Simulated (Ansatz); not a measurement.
LiH: clamped-ion strain scan

Method: DFT PBE, scalar-relativistic, plane waves, PAW (Ansatz). Settings: plane waves to 420 eV, k-mesh 10×10×10 (Γ-centred), Gaussian smearing 0.05 eV. No spin polarisation. Energies are free energies at this smearing, counted from the undisturbed cell; pressure is positive in compression.

The starting cell (as given, not relaxed at this level; it stands at -1.5 GPa):

```
CELL_PARAMETERS angstrom
0.00000 2.03250 2.03250
2.03250 0.00000 2.03250
2.03250 2.03250 0.00000
ATOMIC_POSITIONS crystal
Li 0.00000 0.00000 0.00000
H 0.50000 0.50000 0.50000
```

The cell is strained by ε times the Voigt pattern (0, 1, 0, 0, 0, 0) (xx, yy, zz, yz, xz, xy; engineering shear) with fractional coordinates fixed.

```csv
ε,ΔE (meV/atom),"stress summed along the pattern (GPa, tension positive)",pressure (GPa),gap on the mesh (eV)
-0.0400,0.3,-1.98,0.0,2.60
-0.0300,-0.5,-1.00,-0.4,2.71
-0.0200,-0.7,-0.11,-0.8,2.81
-0.0100,-0.6,0.71,-1.1,2.91
0.0000,0.0,1.46,-1.5,3.02
0.0100,0.9,2.14,-1.8,2.91
0.0200,2.2,2.75,-2.0,2.81
0.0300,3.8,3.31,-2.3,2.72
0.0350,4.7,3.57,-2.4,2.67
0.0400,5.7,3.81,-2.5,2.62
```